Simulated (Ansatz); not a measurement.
SnO2:

```
Sn O
1.0
    -5.37331    5.37331    1.61623
     5.37331   -5.37331    1.61623
     5.37331    5.37331   -1.61623
Sn O
4 8
Direct
  0.35108 0.83107 0.18214
  0.83107 0.64892 0.47999
  0.16893 0.35108 0.52001
  0.64892 0.16893 0.81786
  0.20560 0.15493 0.36053
  0.84507 0.20560 0.05067
  0.79440 0.84507 0.63947
  0.15493 0.79440 0.94933
  0.16104 0.54296 0.70400
  0.54296 0.83896 0.38192
  0.45704 0.16104 0.61808
  0.83896 0.45704 0.29600
```

Measurements of this composition are mostly on another form, of space group No. 136.

| Quantity | Value |
| --- | --- |
| Program | Ansatz 0.2.0 |
| Task | relaxation of cell and atoms |
| Functional | PBEsol |
| Dispersion | D3(BJ) |
| Potentials or basis | Ansatz PAW |
| Cutoff | 420 eV (not typed: the program's choice for these potentials) |
| k mesh | 7 × 7 × 7 |
| Occupations | fermi-dirac, width 0.05 eV |
| Spin | no spin polarisation |

At the start: volume 15.55 Å³/atom.

Problem. How do energy, volume and symmetry change on relaxing?

Solution. It ends after 10 steps and the volume is 14.95 Å³/atom (-3.9 %); space group I4/m (No. 87, to 0.05 Å).

The path:
| step | energy change (eV) | largest force (eV/Å) | volume (Å³) |
| --- | --- | --- | --- |
| 1 | 0.0000 | 0.5380 | 186.66 |
| 2 | -0.1930 | 0.0832 | 179.43 |
| 3 | -0.1930 | 0.0524 | 179.69 |
| 4 | -0.1936 | 0.0350 | 179.71 |
| 5 | -0.1937 | 0.0345 | 179.76 |
| 6 | -0.1938 | 0.0159 | 179.75 |
| 7 | -0.1938 | 0.0003 | 179.75 |
| 8 | -0.1673 | 0.0007 | 179.75 |
| 9 | -0.1694 | 0.0040 | 179.36 |
| 10 | -0.1674 | 0.0040 | 179.36 |

Final structure:
```cif
data_structure
_symmetry_space_group_name_H-M 'P 1'
_symmetry_Int_Tables_number 1
_cell_length_a 7.6675
_cell_length_b 7.6675
_cell_length_c 7.6675
_cell_angle_alpha 92.478
_cell_angle_beta 92.478
_cell_angle_gamma 155.997
_cell_volume 179.36
loop_
_atom_site_label
_atom_site_type_symbol
_atom_site_fract_x
_atom_site_fract_y
_atom_site_fract_z
_atom_site_occupancy
Sn1 Sn 0.34968 0.83320 0.18288 1
Sn2 Sn 0.83320 0.65032 0.48352 1
Sn3 Sn 0.16680 0.34968 0.51648 1
Sn4 Sn 0.65032 0.16680 0.81712 1
O1 O 0.20731 0.15517 0.36248 1
O2 O 0.84483 0.20731 0.05214 1
O3 O 0.79269 0.84483 0.63752 1
O4 O 0.15517 0.79269 0.94786 1
O5 O 0.16007 0.54181 0.70188 1
O6 O 0.54181 0.83993 0.38174 1
O7 O 0.45819 0.16007 0.61826 1
O8 O 0.83993 0.45819 0.29812 1
```

Caveat: the plane-wave basis is chosen anew once the cell has moved, so the energies of steps on either side of that aren't comparable; the pressure holds a Pulay correction of +0.7 GPa for the finite cutoff; the PAW data sets come from PBE, with cores solved anew for the run's functional, which leaves a small shift of forces and pressure.
